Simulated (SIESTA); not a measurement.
Pt:

```
CELL_PARAMETERS angstrom
0.00000 1.96090 1.96090
1.96090 0.00000 1.96090
1.96090 1.96090 0.00000
ATOMIC_POSITIONS crystal
Pt 0.00000 0.00000 0.00000
```

Base run:

```yaml
Program: SIESTA 5.4.2
Functional: PBE
Potentials_or_basis: PseudoDojo 0.4 standard (PBE files, fully relativistic)
Basis: DZP (energy shift 0.003 Ry; two zetas on semicore shells)
Grid_cutoff: 800 Ry
Energy_shift: 0.003 Ry
k_mesh: 12 × 12 × 12
Occupations: fermi-dirac, width 0.05 eV
Spin: non-collinear spin, zero start, spin-orbit coupling
Starting_moments: "[[0.0, 0.0, 0.0]] μB"
```

Its results: band gap on the k mesh none (metal or under the smearing width); pressure 4.3 GPa.

Q: The run is repeated on the same cell with these changes: potentials or basis from PseudoDojo 0.4 standard (PBE files, fully relativistic) to PseudoDojo 0.4 standard (PBE files); spin from non-collinear spin, zero start, spin-orbit coupling to no spin polarisation. What comes out?

A: Band gap on the k mesh none (metal or under the smearing width); pressure 12.8 GPa.

Caveats: short orbitals over semicore shells can move pressures by several GPa; the basis of atomic orbitals isn't converged, which shifts pressures, moduli and gaps; spin-orbit coupling is left out, which moves the levels of the heavy elements (some runs).
